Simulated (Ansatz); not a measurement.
# MoS2 (R3m) in Ansatz: further runs

The runs below take MoS2 through band structure, single point, equation of state, with r2SCAN, LDA.

Everything below comes from runs of Ansatz 0.2.0. Logs are shortened: lines on timing, memory, paths and dates and some standing lists are left out, and cuts for length are marked.

### 1 Starting point

Symmetry: R3m, No. 160, trigonal system. The conventional cell has a = 3.160 Å, b = 3.160 Å, c = 18.450 Å, α = 90.00°, β = 90.00°, γ = 120.00°. Mo (site symmetry 3m) has 6 S at 2.39 Å as nearest neighbours. Around S (site symmetry 3m) lie 3 Mo at 2.39 Å. S (site symmetry 3m) has 3 Mo at 2.39 Å as nearest neighbours.

Measurements of this composition are mostly on another form, of space group No. 194.

### 2 Band structure, r2SCAN

input.yaml

```yaml
crystal:
  lattice:
    - [1.58, 0.9122134253, 6.15]
    - [-1.58, 0.9122134253, 6.15]
    - [0.0, -1.8244268506, 6.15]
  atoms:
    - { symbol: Mo, position: [0.0, 0.0, 0.0] }
    - { symbol: S, position: [0.417, 0.417, 0.417] }
    - { symbol: S, position: [0.25, 0.25, 0.25] }
hamiltonian:
  xc: r2scan
  pseudopotentials: { kind: paw }
kpoints:
  mp_grid: { grid: [10, 10, 10] }
  band_path:
    path:
      - [[0.0, 0.0, 0.0], [0.5, 0.0, 0.0], [0.5, 0.181334009, -0.181334009]]
      - [[0.818665991, 0.5, 0.181334009], [0.5, 0.5, 0.5], [0.0, 0.0, 0.0], [0.3406670045, 0.0, -0.3406670045]]
      - [[0.6593329955, 0.3406670045, 0.0], [0.5, 0.5, 0.0], [0.6593329955, 0.6593329955, 0.181334009], [0.5, 0.5, 0.5]]
      - [[0.5, 0.0, 0.0], [0.818665991, 0.3406670045, 0.3406670045]]
    npoints: 14
scf:
  occupations: { method: fermi_dirac, width: 0.05 }
  n_extra_bands: 7
output:
  forces: true
  stress: true
  eigenvalues: true
  fatbands: true
```

Potentials or basis: Ansatz PAW.

Command:

```console
ansatz run input.yaml --threads 2 --pin off --max-ram 5632MiB --backend cpu --events-out ev --progress --plain --runs-dir out
```

Output:

```text
Warning: RAYON_NUM_THREADS=2 ignored (pool sized by the plan → 2); use --threads N
basis.fft_grid_basis auto: the FFT boxes are laid along the combinations [[1, 0, -1], [0, 1, -1], [0, 0, 1]] of the cell's own vectors, 3.160, 3.160 and 6.415 Å long. The dense box has 24×24×48 points. Along the cell's own vectors, as sized, it would have 48×48×48, 4.00 times as many. Of the 6 symmetry operations that the crystal satisfies within crystal.symmetry.tolerance (time reversal apart; of a slab, those that keep its plane) the dense box along the cell's own vectors carries 6, and the one as laid loses 4 of those. basis.fft_grid_basis: typed keeps the cell's own vectors: state it where this run's energies or levels are differenced outside the engine with another run's, or held beside a run that keeps those vectors.
scf.n_extra_bands = 7 over 13 filled bands (N_el = 26.0): the run solves 20 bands
Engine: ansatz 0.2.0, aarch64-unknown-linux-gnu
Pseudopotentials: kind: paw
Pseudopotential: Mo, paw, valence charge 14, recommended cutoff 500 eV (meta_gga), Mo.paw.azcp
Pseudopotential: S, paw, valence charge 6, recommended cutoff 500 eV (meta_gga), S.paw.azcp
Functional definition: r2SCAN
  parameter k0 = 0.174
  parameter k1 = 0.065
  parameter a1 = 4.9479
  exchange = r2scan_x(k0 = k0, k1 = k1, a1 = a1)
  correlation = r2scan_c
Crystal: 3 atoms, lattice volume = 53.184 Å³
Basis set: ecut = 500 eV, 1349 PW (Γ), FFT grids on a1−a3, a2−a3, a3, exchange–correlation on 96×96×192 points (64 copies of the dense FFT grid, shifted against one another)
Bands: 20, of which v1, the nominal top of the filled ones, is band 13 counted from 1 (12 counted from 0)
Symmetry: 6 space group operations
Space group: R3m (ITA 160), of the structure as read, at distance tolerance 3.8e-5 Å
k-points: 116 of 1000 (time reversal used)
Non-local potential: Mo, projectors of the file, l = 0: 3, l = 1: 2, l = 2: 2, l = 3: 1
Non-local potential: S, projectors of the file, l = 0: 2, l = 1: 2, l = 2: 2
PAW form: soft (Blöchl's): semilocal exchange-correlation on the pseudo side does not see the compensation charge
PAW frozen core: Mo, regenerated for the run's functional (the file was generated under x = pbe(κ = 0.804, μ = 0.2195149727645171), c = pbe(β = 0.06672455060314922))
PAW frozen core: S, regenerated for the run's functional (the file was generated under x = pbe(κ = 0.804, μ = 0.2195149727645171), c = pbe(β = 0.06672455060314922))
PAW one-centre angular grid: Mo, 590 points (default); XC on 160 Gauss nodes
PAW one-centre angular grid: S, 302 points (default); XC on 160 Gauss nodes
Initial density: superposition of atomic densities (neutral atoms: chi_scale 0, normalization atom), corrected by the library's trained network
Initial wavefunctions: pseudopotential atomic-orbital guess
Functional: x = r2scan, c = r2scan; τ floored in thin density (d = 2e-4 eV/Å³)
SCF iter   1: F=—  HF=-6782.086474 eV  |F-HF|=—  |Δ(HF+E_count)|=         —  Δρ=1.02e-2  dr2=7.20e-2  dr2_τ=5.23e-2  ethr=1.77e-3  ⟨swp⟩=6.1  Hψ=12922  notcnv=0  defer=6
preconditioner: auto → none  [insulator: Δε(μ)=1.045 eV  Ē_g=11.184 eV  σ=0.050 eV  W_gap=1.00  n_scr=16 (ndim 8)  ℏωp=21.6 eV  f_vac=0.016  D(μ)=0.00/eV (n_scr^D=0)  ε∞_Penn≈4.7]
SCF iter   2: F=—  HF=-6782.166705 eV  |F-HF|=—  |Δ(HF+E_count)|=   8.02e-2  Δρ=1.29e-2  dr2=2.58e-1  dr2_τ=1.64e-2  ethr=2.77e-4  ⟨swp⟩=3.5  Hψ=5314  notcnv=0  defer=213  recentre
SCF iter   3: F=—  HF=-6782.128757 eV  |F-HF|=—  |Δ(HF+E_count)|=   3.79e-2  Δρ=5.88e-3  dr2=1.11e-2  dr2_τ=4.55e-4  ethr=2.77e-4  ⟨swp⟩=3.0  Hψ=3755  notcnv=0  defer=213
SCF iter   4: F=—  HF=-6782.132013 eV  |F-HF|=—  |Δ(HF+E_count)|=   3.26e-3  Δρ=1.24e-3  dr2=4.11e-4  dr2_τ=5.96e-5  ethr=4.25e-5  ⟨swp⟩=2.5  Hψ=4324  notcnv=0  defer=214
SCF iter   5: F=—  HF=-6782.132250 eV  |F-HF|=—  |Δ(HF+E_count)|=   2.37e-4  Δρ=2.67e-4  dr2=3.52e-5  dr2_τ=4.84e-6  ethr=1.58e-6  ⟨swp⟩=2.4  Hψ=3178  notcnv=0  defer=214
SCF iter   6: F=—  HF=-6782.132263 eV  |F-HF|=—  |Δ(HF+E_count)|=   1.39e-5  Δρ=1.58e-4  dr2=2.94e-5  dr2_τ=1.41e-6  ethr=1.35e-7  ⟨swp⟩=2.1  Hψ=3220  notcnv=0  defer=214
SCF iter   7: F=—  HF=-6782.132260 eV  |F-HF|=—  |Δ(HF+E_count)|=   3.20e-6  Δρ=8.21e-5  dr2=1.42e-6  dr2_τ=1.26e-7  ethr=1.13e-7  ⟨swp⟩=2.2  Hψ=2669  notcnv=0  defer=214
SCF iter   8: F=-6782.132263 eV  HF=-6782.132263 eV  |F-HF|=7.66e-8  |Δ(HF+E_count)|=   2.28e-6  Δρ=1.30e-5  dr2=4.83e-8  dr2_τ=4.79e-9  ethr=3.85e-10  ⟨swp⟩=9.0  Hψ=12923  notcnv=0
SCF 1 converged in 8 iterations: F = -6782.132263 eV  dr2 = 4.83e-8
NSCF: frozen V_eff on 130 k-points
SCF converged after 8 iterations
Free energy (F): -6782.132263 eV
Harris-Foulkes:  -6782.132263 eV  (|F-HF|=7.66e-8)
Internal energy: -6782.132262 eV  (E = F + TS)
E sigma→0 (E₀):  -6782.132262 eV
Entropy (-TS):   -0.000000 eV (-0.000 meV/atom)
Fermi energy:    11.457409 eV
--- Per-component energies (eV) ---
  E_band       = -173.606686
  E_kinetic    = 656.569374
  E_local      = -1985.122665  (includes V_loc(G=0)·N_el)
  E_nonlocal   = 198.611223
  E_hartree    = 765.911838
  E_xc         = -363.296273
  E_vxc        = -446.948405  (∫ρ·V_xc dr)
  E_paw        = -4435.962432  (= ΣΔE_a)
  E_vpaw       = -154.305548  (= ΣTr[D̂ρ^β])
  E_aug_tail   = 0.000008  (compensation charges beyond the density's cutoff)
  E_vtau       = 25.767398  (kinetic-family band-sum trace: ∫τ·v_τ [+ j·A + Jᵃ·Aᵃ] dr)
  E_ewald      = -1618.402598
  E_core_change = -0.440737  (= ΣΔE_core)
  E_smearing   = -0.000000  (= −TS)
  E_closure    = -0.000000  (closes the sum)
  Σ components = -6782.132263   (vs F -6782.132263, Δ=0.00e0)
--- Forces (eV/Å), atoms counted from 1 ---
  atom   1  Mo     0.00000000    -0.00000000     0.08710111
  atom   2  S      0.00000000     0.00000000     0.27549178
  atom   3  S      0.00000000    -0.00000000    -0.36273186
  max |Σ_I F_I| component: 1.39e-4 eV/Å
--- Stress (GPa, compression-positive) ---
        3.881054       0.000000       0.000000
        0.000000       3.881054       0.000000
       -0.000000       0.000000       4.777283
  P = ⅓ Tr σ = 4.1798 GPa (41.798 kbar)
--- Band table (eV; the first three rows and the last of 116) ---
  k-point 0: bands = ["-52.5907", "-26.0119", "-25.7751", "-25.7751", "-4.8665", "-3.0638", "3.6855", "7.3222", "7.3222", "8.4912", "8.4912", "9.6053", "9.7850", "13.1484", "13.1484", "13.5625", "13.5625", "17.0110", "19.7447", "20.0067"]
  k-point 1: bands = ["-52.5864", "-26.0033", "-25.8177", "-25.7847", "-4.7046", "-3.0167", "3.8703", "6.9973", "7.4883", "7.9520", "8.2452", "9.6572", "9.9033", "13.0528", "13.1283", "13.3567", "13.4497", "17.7146", "20.0192", "20.3651"]
  k-point 2: bands = ["-52.5749", "-25.9805", "-25.9279", "-25.8097", "-4.2548", "-2.8861", "4.2999", "6.3252", "7.0400", "7.7098", "7.9404", "9.4541", "9.6553", "12.4279", "13.0294", "13.4394", "13.9546", "18.8673", "20.0698", "20.5218"]
  k-point 115: bands = ["-52.5907", "-26.0120", "-25.7751", "-25.7751", "-4.6158", "-3.4899", "4.7082", "7.3069", "7.3069", "7.3143", "8.5205", "8.5205", "10.9946", "13.2472", "13.2472", "13.4237", "13.4237", "17.0544", "20.2005", "21.3782"]
```

Run time: 25 s. Hardware: 2 threads of Arm Neoverse V2, shared host; peak memory 0.53 GiB.

What came out:

```yaml
Free_energy: -6782.1323 eV
Pressure: 4.2 GPa
Largest_force: 0.363 eV/Å
Band_gap_on_the_k_mesh: 1.06 eV, indirect (least direct gap 2.07 eV)
Band_gap_along_the_path: 0.99 eV, indirect (least direct gap 1.82 eV)
```

Forces on the atoms (eV/Å):
```
Mo   0.000  0.000  0.087
S    0.000  0.000  0.275
S    0.000  0.000 -0.363
```

Stress tensor (GPa, compression positive):
```
3.88 0.00 0.00
0.00 3.88 0.00
0.00 0.00 4.78
```

Levels at the corners of the path, in eV from the valence-band top:
| point | band 9 | band 10 | band 11 | band 12 | band 13 | band 14 | band 15 | band 16 | band 17 | band 18 |
| --- | --- | --- | --- | --- | --- | --- | --- | --- | --- | --- |
| Γ | -3.67 | -2.50 | -2.50 | -1.39 | -1.21 | 2.15 | 2.15 | 2.57 | 2.57 | 6.02 |
| L | -5.29 | -4.29 | -2.52 | -1.83 | -1.56 | 1.67 | 2.11 | 3.68 | 3.73 | 5.59 |
| B1 | -5.10 | -4.62 | -3.98 | -3.00 | -0.85 | 1.03 | 2.46 | 3.17 | 4.51 | 6.66 |
| B | -5.10 | -4.62 | -3.98 | -3.00 | -0.85 | 1.03 | 2.46 | 3.17 | 4.51 | 6.66 |
| Z | -3.69 | -3.68 | -2.47 | -2.47 | 0.00 | 2.25 | 2.25 | 2.43 | 2.43 | 6.06 |
| Γ | -3.67 | -2.50 | -2.50 | -1.39 | -1.21 | 2.15 | 2.15 | 2.57 | 2.57 | 6.02 |
| X | -5.16 | -4.63 | -3.90 | -3.06 | -0.83 | 1.00 | 2.46 | 3.16 | 4.52 | 6.57 |
| Q | -5.16 | -4.63 | -3.90 | -3.06 | -0.83 | 1.00 | 2.46 | 3.16 | 4.52 | 6.57 |
| F | -4.99 | -4.22 | -3.10 | -2.01 | -1.38 | 1.62 | 2.24 | 3.26 | 4.11 | 6.37 |
| P1 | -5.06 | -4.23 | -2.97 | -1.97 | -1.41 | 1.63 | 2.26 | 3.33 | 4.00 | 5.97 |
| Z | -3.69 | -3.68 | -2.47 | -2.47 | 0.00 | 2.25 | 2.25 | 2.43 | 2.43 | 6.06 |
| L | -5.29 | -4.29 | -2.52 | -1.83 | -1.56 | 1.67 | 2.11 | 3.68 | 3.73 | 5.59 |
| P | -5.06 | -4.23 | -2.97 | -1.97 | -1.41 | 1.63 | 2.26 | 3.33 | 4.00 | 5.97 |

Caveat: the k mesh misses the band edges, so the gap on the mesh is wider than the one along the path; the PAW data sets come from PBE, with cores solved anew for the run's functional, which leaves a small shift of forces and pressure. r2SCAN opens gaps a little over a GGA but as a rule still falls short of measured ones.

### 3 Single point, LDA, 16.66 Å³/atom (volume scaled by 0.94)

input.yaml

```yaml
crystal:
  lattice:
    - [1.5477460518, 0.8935915996, 6.0244545686]
    - [-1.5477460518, 0.8935915996, 6.0244545686]
    - [0.0, -1.7871831992, 6.0244545686]
  atoms:
    - { symbol: Mo, position: [0.0, 0.0, 0.0] }
    - { symbol: S, position: [0.417, 0.417, 0.417] }
    - { symbol: S, position: [0.25, 0.25, 0.25] }
hamiltonian:
  xc: lda
  pseudopotentials: { kind: paw }
kpoints:
  mp_grid: { grid: [10, 10, 10] }
scf:
  occupations: { method: fermi_dirac, width: 0.05 }
output:
  forces: true
  stress: true
  eigenvalues: true
```

Potentials or basis: Ansatz PAW.

Command:

```console
ansatz run input.yaml --threads 2 --pin off --max-ram 5632MiB --backend cpu --events-out ev --progress --plain --runs-dir out
```

Wall time 5.2 s (2 threads of Arm Neoverse V2, shared host); peak memory 0.38 GiB.

It converged, with:

* Free energy: -6584.8173 eV
* Pressure: 8.4 GPa
* Largest force: 1.221 eV/Å
* Band gap on the k mesh: 0.81 eV, indirect (least direct gap 2.12 eV)

Caveat: the PAW data sets come from PBE, with cores solved anew for the run's functional, which leaves a small shift of forces and pressure; forces of over 1 eV/Å show positions far from the minimum, so gaps and moduli don't describe the material at rest.

### 4 Single point, LDA, 17.02 Å³/atom (volume scaled by 0.96)

input.yaml: that of step 3 with these lines changed.

```diff
@@ -2,5 +2,5 @@
   lattice:
-    - [1.5477460518, 0.8935915996, 6.0244545686]
-    - [-1.5477460518, 0.8935915996, 6.0244545686]
-    - [0.0, -1.7871831992, 6.0244545686]
+    - [1.558646031, 0.8998847055, 6.0668817029]
+    - [-1.558646031, 0.8998847055, 6.0668817029]
+    - [0.0, -1.7997694111, 6.0668817029]
   atoms:
```

Command:

```console
ansatz run input.yaml --threads 2 --pin off --max-ram 5632MiB --backend cpu --events-out ev --progress --plain --runs-dir out
```

Wall time 5.2 s (2 threads of Arm Neoverse V2, shared host); peak memory 0.38 GiB.

The run converged. Its results:

```yaml
Free_energy: -6584.8592 eV
Pressure: 4.4 GPa
Largest_force: 0.811 eV/Å
Band_gap_on_the_k_mesh: 0.84 eV, indirect (least direct gap 2.07 eV)
```

Caveat: the PAW data sets come from PBE, with cores solved anew for the run's functional, which leaves a small shift of forces and pressure.

### 5 Single point, LDA, 17.37 Å³/atom (volume scaled by 0.98)

input.yaml: that of step 4 with these lines changed.

```diff
@@ -2,5 +2,5 @@
   lattice:
-    - [1.558646031, 0.8998847055, 6.0668817029]
-    - [-1.558646031, 0.8998847055, 6.0668817029]
-    - [0.0, -1.7997694111, 6.0668817029]
+    - [1.5693956536, 0.9060910031, 6.1087235885]
+    - [-1.5693956536, 0.9060910031, 6.1087235885]
+    - [0.0, -1.8121820061, 6.1087235885]
   atoms:
```

Command:

```console
ansatz run input.yaml --threads 2 --pin off --max-ram 5632MiB --backend cpu --events-out ev --progress --plain --runs-dir out
```

Run time: 5.2 s. Hardware: 2 threads of Arm Neoverse V2, shared host; peak memory 0.38 GiB.

Results (log left out):

* Free energy: -6584.8761 eV
* Pressure: 0.8 GPa
* Largest force: 0.432 eV/Å
* Band gap on the k mesh: 0.86 eV, indirect (least direct gap 2.01 eV)

Caveat: the PAW data sets come from PBE, with cores solved anew for the run's functional, which leaves a small shift of forces and pressure.

### 6 Single point, LDA, 17.73 Å³/atom

input.yaml: that of step 5 with these lines changed.

```diff
@@ -2,5 +2,5 @@
   lattice:
-    - [1.5693956536, 0.9060910031, 6.1087235885]
-    - [-1.5693956536, 0.9060910031, 6.1087235885]
-    - [0.0, -1.8121820061, 6.1087235885]
+    - [1.58, 0.9122134253, 6.15]
+    - [-1.58, 0.9122134253, 6.15]
+    - [0.0, -1.8244268506, 6.15]
   atoms:
```

Potentials or basis: Ansatz PAW.

Command:

```console
ansatz run input.yaml --threads 2 --pin off --max-ram 5632MiB --backend cpu --events-out ev --progress --plain --runs-dir out
```

Run time: 5.3 s. Hardware: 2 threads of Arm Neoverse V2, shared host; peak memory 0.39 GiB.

The run converged. Its results:

* Free energy: -6584.8705 eV
* Pressure: -2.4 GPa
* Largest force: 0.083 eV/Å
* Band gap on the k mesh: 0.88 eV, indirect (least direct gap 1.96 eV)

Caveat: the PAW data sets come from PBE, with cores solved anew for the run's functional, which leaves a small shift of forces and pressure.

### 7 Single point, LDA, 18.08 Å³/atom (volume scaled by 1.02)

input.yaml: that of step 6 with these lines changed.

```diff
@@ -2,5 +2,5 @@
   lattice:
-    - [1.58, 0.9122134253, 6.15]
-    - [-1.58, 0.9122134253, 6.15]
-    - [0.0, -1.8244268506, 6.15]
+    - [1.5904638811, 0.9182547499, 6.1907296638]
+    - [-1.5904638811, 0.9182547499, 6.1907296638]
+    - [0.0, -1.8365094997, 6.1907296638]
   atoms:
@@ -20 +20,5 @@
   eigenvalues: true
+  write_density: true
+  write_potential: true
+  elf: true
+  volumetric_format: npy
```

Command:

```console
ansatz run input.yaml --threads 2 --pin off --max-ram 5632MiB --backend cpu --events-out ev --progress --plain --runs-dir out
```

It took 7.8 s on 2 threads of Arm Neoverse V2, shared host; peak memory 0.4 GiB.

Results (log left out):

```
Free energy            : -6584.8446 eV
Pressure               : -5.3 GPa
Largest force          : 0.324 eV/Å
Band gap on the k mesh : 0.89 eV, indirect (least direct gap 1.90 eV)
```

Caveat: the PAW data sets come from PBE, with cores solved anew for the run's functional, which leaves a small shift of forces and pressure.

### 8 Single point, LDA, 18.44 Å³/atom (volume scaled by 1.04)

input.yaml: that of step 7 with these lines changed.

```diff
@@ -2,5 +2,5 @@
   lattice:
-    - [1.5904638811, 0.9182547499, 6.1907296638]
-    - [-1.5904638811, 0.9182547499, 6.1907296638]
-    - [0.0, -1.8365094997, 6.1907296638]
+    - [1.600791858, 0.9242176101, 6.2309303335]
+    - [-1.600791858, 0.9242176101, 6.2309303335]
+    - [0.0, -1.8484352203, 6.2309303335]
   atoms:
```

Command:

```console
ansatz run input.yaml --threads 2 --pin off --max-ram 5632MiB --backend cpu --events-out ev --progress --plain --runs-dir out
```

It took 7.9 s on 2 threads of Arm Neoverse V2, shared host; peak memory 0.4 GiB.

Results (log left out):

```yaml
Free_energy: -6584.8007 eV
Pressure: -7.9 GPa
Largest_force: 0.621 eV/Å
Band_gap_on_the_k_mesh: 0.91 eV, indirect (least direct gap 1.85 eV)
```

Caveat: the PAW data sets come from PBE, with cores solved anew for the run's functional, which leaves a small shift of forces and pressure.

### 9 Single point, LDA, 18.79 Å³/atom (volume scaled by 1.06)

input.yaml

```yaml
crystal:
  lattice:
    - [1.6109882594, 0.9301045052, 6.2706188579]
    - [-1.6109882594, 0.9301045052, 6.2706188579]
    - [0.0, -1.8602090104, 6.2706188579]
  atoms:
    - { symbol: Mo, position: [0.0, 0.0, 0.0] }
    - { symbol: S, position: [0.417, 0.417, 0.417] }
    - { symbol: S, position: [0.25, 0.25, 0.25] }
hamiltonian:
  xc: lda
  pseudopotentials: { kind: paw }
kpoints:
  mp_grid: { grid: [10, 10, 10] }
scf:
  occupations: { method: fermi_dirac, width: 0.05 }
output:
  forces: true
  stress: true
  eigenvalues: true
```

Potentials or basis: Ansatz PAW.

Command:

```console
ansatz run input.yaml --threads 2 --pin off --max-ram 5632MiB --backend cpu --events-out ev --progress --plain --runs-dir out
```

Wall time 5.4 s (2 threads of Arm Neoverse V2, shared host); peak memory 0.39 GiB.

Results (log left out):

| Item | Value |
| --- | --- |
| Free energy | -6584.7406 eV |
| Pressure | -10.2 GPa |
| Largest force | 0.897 eV/Å |
| Band gap on the k mesh | 0.92 eV, indirect (least direct gap 1.81 eV) |

Caveat: the PAW data sets come from PBE, with cores solved anew for the run's functional, which leaves a small shift of forces and pressure.

### 10 Equation of state, LDA

This step only gathers the single runs of the series.

What came out:

```yaml
Equilibrium_volume: 17.46 Å³/atom
Bulk_modulus_at_fixed_shape_and_positions: 163 GPa
Pressure_derivative_of_the_bulk_modulus: 4.4
```

Energy against volume, from the lowest point:
```
volume (Å³/atom)  energy (meV/atom)
          16.664              19.62
          17.019               5.62
          17.373               0.00
          17.728               1.88
          18.083              10.49
          18.437              25.14
          18.792              45.18
```

Caveat: the cell was scaled at fixed shape and fractional positions, which overstates the stiffness of a crystal with free parameters, most of all of layers and chains.

### 11 The reference run

An earlier run on the cell as given: functional PBEsol; potentials or basis Ansatz PAW; cutoff 420 eV (not typed: the program's choice for these potentials); k mesh 10 × 10 × 10; occupations fermi-dirac, width 0.05 eV; no spin polarisation.

* Pressure: 0.3 GPa
* Largest force: 0.259 eV/Å
* Band gap on the k mesh: 0.91 eV, indirect (least direct gap 1.96 eV)

### 12 The runs side by side

| task | level | cutoff (eV) | points for each segment of the path | gap on the mesh (eV) | pressure (GPa) | largest force (eV/Å) |
| --- | --- | --- | --- | --- | --- | --- |
| band structure | r2SCAN | 500 | 14 | 1.06 | 4.2 | 0.36 |
| equation of state | LDA | 420 | - | - | - | - |
| single point | PBEsol | 420 | - | 0.91 | 0.3 | 0.26 |

Alike in all rows: potentials or basis Ansatz PAW; no spin polarisation; cell as given; k mesh 10 × 10 × 10; smearing fermi-dirac 0.05 eV.

Caveats: the PAW data sets come from PBE, with cores solved anew for the run's functional, which leaves a small shift of forces and pressure (some runs); the k mesh misses the band edges, so the gap on the mesh is wider than the one along the path (some runs); the cell was scaled at fixed shape and fractional positions, which overstates the stiffness of a crystal with free parameters, most of all of layers and chains (some runs).

Absolute energies hang on the potentials; compare differences alone.
